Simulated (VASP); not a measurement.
# CdSe (F-43m) in VASP: notebook

One crystal, CdSe, is run at these levels: PBE, PBE+D3(BJ), PBEsol; tasks: relaxation of cell and atoms.

Program: VASP 6.6.1. These are calculated values, not measurements. Logs are shortened: lines on timing, memory, paths and dates and some standing lists are left out, and cuts for length are marked.

## (1) The crystal as given

The structure is cubic, space group F-43m (No. 216). The conventional cell has a = 6.141 Å, b = 6.141 Å, c = 6.141 Å, α = 90.00°, β = 90.00°, γ = 90.00°. Around Cd (site symmetry -43m) lie 4 Se at 2.66 Å. Se (site symmetry -43m) has 4 Cd at 2.66 Å as nearest neighbours.

Measurements of this composition are mostly on another form, of space group No. 186.

## (2) Relaxation of cell and atoms, PBE

File INCAR:

```
SYSTEM = CdSe
  PREC = Accurate
  ENCUT = 600
  EDIFF = 1E-6
  ISMEAR = 0
  SIGMA = 0.03
  LREAL = .FALSE.
  LASPH = .TRUE.
  NELM = 80
  ALGO = Normal
  ISIF = 3
  LWAVE = .FALSE.
  LCHARG = .FALSE.
  GGA = PE
  IBRION = 2
  NSW = 90
  EDIFFG = -0.01
```

File KPOINTS:

```
regular mesh
0
G
  8 8 8
  0 0 0
```

File POSCAR:

```
CdSe
1.0
    0.0000000000      3.0702711986      3.0702711986
    3.0702711986      0.0000000000      3.0702711986
    3.0702711986      3.0702711986      0.0000000000
Cd Se
1 1
Direct
    0.0000000000      0.0000000000      0.0000000000
    0.7500000000      0.7500000000      0.7500000000
```

Potentials or basis: VASP PAW PBE potentials, release 64 (Cd, Se).

Started as:

```bash
cat potpaw_PBE.64/Cd/POTCAR potpaw_PBE.64/Se/POTCAR > POTCAR
mpirun -np 1 vasp_std > vasp.out
```

OUTCAR:

```text
SYSTEM = CdSe
   PREC = Accurate
   ENCUT = 600
   EDIFF = 1E-6
   ISMEAR = 0
   LREAL = .FALSE.
   LASPH = .TRUE.
   NELM = 80
   ISIF = 3
   GGA = PE
   IBRION = 2
   NSW = 90
   EDIFFG = -0.01

 ion  position               nearest neighbor table
   1  0.000  0.000  0.000-   2 2.66   2 2.66   2 2.66   2 2.66
   2  0.750  0.750  0.750-   1 2.66   1 2.66   1 2.66   1 2.66

  LATTYP: Found a face centered cubic cell.
 ALAT       =     6.1405423972

  Lattice vectors:

 A1 = (   0.0000000000,   3.0702711986,   3.0702711986)
 A2 = (   3.0702711986,   0.0000000000,   3.0702711986)
 A3 = (   3.0702711986,   3.0702711986,   0.0000000000)

Analysis of symmetry for initial positions (statically):
=====================================================================
 Subroutine PRICEL returns:
 Original cell was already a primitive cell.

 Routine SETGRP: Setting up the symmetry group for a
 face centered cubic supercell.

 Subroutine GETGRP returns: Found 24 space group operations
 (whereof 24 operations were pure point group operations)
 out of a pool of 48 trial point group operations.

The static configuration has the point symmetry T_d .

Analysis of symmetry for dynamics (positions and initial velocities):
=====================================================================
 Subroutine PRICEL returns:
 Original cell was already a primitive cell.

 Routine SETGRP: Setting up the symmetry group for a
 face centered cubic supercell.

 Subroutine GETGRP returns: Found 24 space group operations
 (whereof 24 operations were pure point group operations)
 out of a pool of 48 trial point group operations.

The dynamic configuration has the point symmetry T_d .

 Subroutine INISYM returns: Found 24 space group operations
 (whereof 24 operations are pure point group operations),
 and found     1 'primitive' translations

----------------------------------------------------------------------------------------

                                     Primitive cell

  volume of cell :      57.8842

  direct lattice vectors                    reciprocal lattice vectors
     0.000000000  3.070271199  3.070271199    -0.162852063  0.162852063  0.162852063
     3.070271199  0.000000000  3.070271199     0.162852063 -0.162852063  0.162852063
     3.070271199  3.070271199  0.000000000     0.162852063  0.162852063 -0.162852063

  length of vectors
[... 97 lines left out ...]
   ISMEAR =     0;   SIGMA  =   0.03  broadening in eV -4-tet -1-fermi 0-gaus
   EFERMI_NEDOS =   21; number of points for ismear=-14 and -15
   IALGO  =     38    algorithm
   IMIX   =      4    mixing-type and parameters
     AMIX     =   0.40;   BMIX     =  1.00
     AMIX_MAG =   1.60;   BMIX_MAG =  1.00
  volume/ion in A,a.u.               =      28.94       195.31
  Fermi-wavevector in a.u.,A,eV,Ry     =   1.109121  2.095935 16.737199  1.230149
  Thomas-Fermi vector in A             =   2.245657
   LORBIT       =      0    0 simple, 1 ext, 2 COOP (PROOUT), +10 PAW based schemes
   GGA     = PE    functional components
   LHFCALC =     F    Hartree Fock is set to
   AEXX    =    0.0000 exact exchange contribution
   IVDW    =     0    specifies the selected vdW correction
   LEPSILON=     F    determine dielectric tensor
   LRPA    =     F    only Hartree local field effects (RPA)
 conjugate gradient relaxation of ions
 non-spin polarized calculation
 Gauss-broadening in eV      SIGMA  =   0.03
  energy-cutoff  :      600.00
  volume of cell :       57.88
 maximum number of plane-waves:      1964
   NGX = 17   NGY = 17   NGZ = 17

--------------------------------------- Ionic step        1  -------------------------------------------

 number of electron      17.9999997 magnetization

 Free energy of the ion-electron system (eV)
  ---------------------------------------------------
  ext. energy  EPLUGINS =         0.00000000
  ---------------------------------------------------
  free energy    TOTEN  =        -5.49018482 eV

  energy without entropy =       -5.49018482  energy(sigma->0) =       -5.49018482

------------------------ aborting loop because EDIFF is reached ----------------------------------------

  FORCE on cell =-STRESS in cart. coord.  units (eV):
  Direction    XX          YY          ZZ          XY          YZ          ZX
  --------------------------------------------------------------------------------------
  -------------------------------------------------------------------------------------
  Total        0.5506401      0.5506401      0.5506401      0.0000000      0.0000000     -0.0000000
  in kB       15.2411655     15.2411655     15.2411655      0.0000000      0.0000000     -0.0000000
  external PRESSURE =      15.2411655 kB  Pullay stress =       0.0000000 kB
[... 59 lines left out ...]
--------------------------------------- Ionic step        3  -------------------------------------------

 number of electron      18.0000000 magnetization

 Free energy of the ion-electron system (eV)
  ---------------------------------------------------
  ext. energy  EPLUGINS =         0.00000000
  ---------------------------------------------------
  free energy    TOTEN  =        -5.49873726 eV

  energy without entropy =       -5.49873726  energy(sigma->0) =       -5.49873726

 E-fermi :   0.6601     XC(G=0):  -8.6147

 val. band max:        0.4827474674   @ k =   0.0000   0.0000   0.0000
 cond. band min:       0.9668468154   @ k =   0.0000   0.0000   0.0000
 fundamental gap:      0.4840993479
 Fermi energy:         0.6601277240

 k-point     1 :       0.0000    0.0000    0.0000
  band No.  band energies     occupation
      1     -11.7918      2.00000
      2      -7.2685      2.00000
      3      -7.2685      2.00000
      4      -7.2685      2.00000
      5      -6.9553      2.00000
      6      -6.9553      2.00000
      7       0.4827      2.00000
      8       0.4827      2.00000
      9       0.4827      2.00000
     10       0.9668      0.00000
     11       6.4100      0.00000
     12       6.4100      0.00000
     13       6.4100      0.00000
[... 354 lines left out ...]
  band No.  band energies     occupation
      1     -11.4198      2.00000
      2      -7.1580      2.00000
      3      -7.1380      2.00000
      4      -6.9702      2.00000
      5      -6.9411      2.00000
      6      -6.6300      2.00000
      7      -3.3507      2.00000
      8      -1.3120      2.00000
      9      -0.6081      2.00000
     10       4.1838      0.00000
     11       5.9694      0.00000
     12       7.1790      0.00000
     13       8.3336      0.00000

 [... further k-points ...]
[... 5 lines left out ...]
  --------------------------------------------------------------------------------------
  -------------------------------------------------------------------------------------
  Total        0.0044168      0.0044168      0.0044168     -0.0000000      0.0000000     -0.0000000
  in kB        0.1184590      0.1184590      0.1184590     -0.0000000      0.0000000     -0.0000000
  external PRESSURE =       0.1184590 kB  Pullay stress =       0.0000000 kB
[... 17 lines left out ...]
  FREE ENERGIE OF THE ION-ELECTRON SYSTEM (eV)
  ---------------------------------------------------
  free  energy   TOTEN  =        -5.4987372622 eV

  energy  without entropy=       -5.4987372622  energy(sigma->0) =       -5.49873726

 reached required accuracy - stopping structural energy minimisation
```

OSZICAR:

```text
N       E                     dE             d eps       ncg     rms          rms(c)
DAV:   1     0.118408484475E+03    0.11841E+03   -0.95790E+03   754   0.138E+03
DAV:   2    -0.403887954601E+00   -0.11881E+03   -0.11272E+03   874   0.305E+02
DAV:   3    -0.583786944903E+01   -0.54340E+01   -0.54160E+01   879   0.660E+01
[... 24 lines left out ...]
DAV:   3    -0.549882480301E+01    0.10216E-02   -0.28204E-03   784   0.587E-01    0.217E-01
DAV:   4    -0.549873819117E+01    0.86612E-04   -0.18328E-04   774   0.135E-01    0.354E-02
DAV:   5    -0.549873611194E+01    0.20792E-05   -0.32994E-05   864   0.835E-02    0.143E-02
DAV:   6    -0.549873737700E+01   -0.12651E-05   -0.56287E-06   804   0.331E-02    0.492E-03
DAV:   7    -0.549873726216E+01    0.11484E-06   -0.49257E-07   547   0.534E-03
   3 F= -.54987373E+01 E0= -.54987373E+01  d E =-.855244E-02
```

CONTCAR:

```text
CdSe
   1.00000000000000
     0.0000000000000000    3.1026979606142948    3.1026979606142948
     3.1026979606142948    0.0000000000000000    3.1026979606142948
     3.1026979606142948    3.1026979606142948   -0.0000000000000000
  Cd              Se
     1     1
Direct
     0.0000000000000000    0.0000000000000000    0.0000000000000000
     0.7500000000000000    0.7500000000000000    0.7500000000000000

  0.00000000E+00  0.00000000E+00  0.00000000E+00
  0.00000000E+00  0.00000000E+00  0.00000000E+00
```

It took 25 s on 1 thread of Intel Xeon 6975P-C (Granite Rapids), shared host; peak memory 0.23 GiB.

What came out:

| Item | Value |
| --- | --- |
| Free energy | -5.4987 eV |
| Relaxed volume | 29.87 Å³/atom |
| Relaxed cell | a = 4.388 Å, b = 4.388 Å, c = 4.388 Å, α = 60.00°, β = 60.00°, γ = 60.00° |
| Space group after relaxing (to 0.05 Å) | F-43m (No. 216) |
| Energy gained by relaxing | 4.3 meV/atom |
| Ionic steps | 3 |
| Pressure after relaxing | 0.0 GPa |
| Band gap on the k mesh | 0.48 eV, direct |

The path:
| step | energy change (eV) | largest force (eV/Å) | pressure (GPa) | volume (Å³) |
| --- | --- | --- | --- | --- |
| 1 | 0.0000 | 0.0000 | 1.52 | 57.88 |
| 2 | -0.0080 | 0.0000 | -0.35 | 60.22 |
| 3 | -0.0086 | 0.0000 | 0.01 | 59.74 |

Final structure:
```yaml
crystal:
  lattice:
    - [0.00000, 3.10270, 3.10270]
    - [3.10270, 0.00000, 3.10270]
    - [3.10270, 3.10270, 0.00000]
  atoms:
    - { symbol: Cd, position: [0.00000, 0.00000, 0.00000] }
    - { symbol: Se, position: [0.75000, 0.75000, 0.75000] }
```

Levels at points of the mesh, in eV from the valence-band top:
| k point | band 5 | band 6 | band 7 | band 8 | band 9 | band 10 | band 11 | band 12 | band 13 |
| --- | --- | --- | --- | --- | --- | --- | --- | --- | --- |
| (0.00, 0.00, 0.00) | -7.44 | -7.44 | 0.00 | 0.00 | 0.00 | 0.48 | 5.93 | 5.93 | 5.93 |
| (0.50, 0.00, 0.00) | -7.42 | -7.19 | -4.05 | -0.67 | -0.67 | 2.31 | 6.42 | 6.42 | 7.24 |
| (0.50, 0.50, 0.00) | -7.39 | -7.13 | -3.81 | -1.66 | -1.66 | 3.25 | 3.69 | 8.84 | 9.86 |

(Continued in part 2 of 3.)
